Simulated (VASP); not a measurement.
Ge under changes of volume

One of the cells (22.856 Å³/atom); the others are scaled copies at fixed shape and fractional positions:

```xyz
2
Lattice="0.0000 2.8379 2.8379 2.8379 0.0000 2.8379 2.8379 2.8379 0.0000" Properties=species:S:1:pos:R:3 pbc="T T T"
Ge    4.2569    4.2569    4.2569
Ge    2.8379    2.8379    2.8379
```

```yaml
Program: VASP 6.6.1
Functional: r2SCAN
Potentials_or_basis: VASP PAW PBE potentials, release 64 (Ge_d)
Cutoff: 520 eV
k_mesh: 8 × 8 × 8
Occupations: fermi-dirac, width 0.05 eV
Spin: no spin polarisation
```

```tsv
volume (Å³/atom)	energy over the lowest point (meV/atom)	pressure (GPa)	gap on the mesh (eV)
21.941	8.92	3.1	0.55
22.399	2.15	1.5	0.48
22.856	0.00	0.0	0.31
23.313	?	?	?
23.770	7.25	-2.2	none
```

Task: What does the run at 23.313 Å³/atom give?

Result: Energy over the lowest point 1.91 meV/atom; pressure -1.4 GPa; gap on the mesh 0.12 eV.

Worked out: A Birch-Murnaghan fit of order 2 (a polynomial in V^(-2/3)) to the other rows has its minimum at 22.87 Å³/atom with B0 = V·E''(V) = 71 GPa. It gives 1.78 meV/atom at 23.313 Å³/atom, against the run's 1.91, and -dE/dV = -1.3 GPa, against -1.4.

Energies are extrapolated to zero smearing.

Caveats: the PAW data sets were made with another functional, which shifts forces and pressure a little.

A mesh can miss the band edges. Spin-orbit coupling on Ge is left out.

A gap of «none» marks a metal or a gap under the smearing width.
